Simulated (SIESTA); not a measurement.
Crystal: InAs.

```xyz
2
Lattice="0.0000 3.0180 3.0180 3.0180 0.0000 3.0180 3.0180 3.0180 0.0000" Properties=species:S:1:pos:R:3 pbc="T T T"
In    0.0000    0.0000    0.0000
As    4.5270    4.5270    4.5270
```

| Property | Result |
| --- | --- |
| Program | SIESTA 5.4.2 |
| Task | relaxation of cell and atoms |
| Functional | PBE |
| Potentials or basis | PseudoDojo 0.4 standard (PBE files) |
| Basis | TZTP (energy shift 0.002 Ry; radii capped at 9.5 bohr) |
| Grid cutoff | 500 Ry |
| Energy shift | 0.002 Ry |
| k mesh | 8 × 8 × 8 |
| Occupations | fermi-dirac, width 0.05 eV |
| Spin | no spin polarisation |

At the start: pressure 5.2 GPa; volume 27.49 Å³/atom.

**Question.** Where does the relaxation end?

**Answer.** Over 3 steps the energy falls by 36.8 meV/atom and the volume is 30.04 Å³/atom (+9.3 %); space group F-43m (No. 216, to 0.05 Å).

Step by step:
```csv
step,energy change (eV),largest force (eV/Å),pressure (GPa),volume (Å³)
1,0.0000,0.0002,5.23,54.98
2,-0.0489,0.0011,2.92,56.90
3,-0.0736,0.0011,0.03,60.08
```

Final structure:
```
CELL_PARAMETERS angstrom
0.00095 3.10908 3.10908
3.10908 0.00095 3.10908
3.10908 3.10908 0.00095
ATOMIC_POSITIONS crystal
In 0.99998 0.99998 0.99998
As 0.75002 0.75002 0.75002
```

Caveat: semicore shells carry a single zeta, which can move pressures by several GPa and volumes by a few percent; the basis of atomic orbitals isn't converged, which shifts pressures, moduli and gaps.
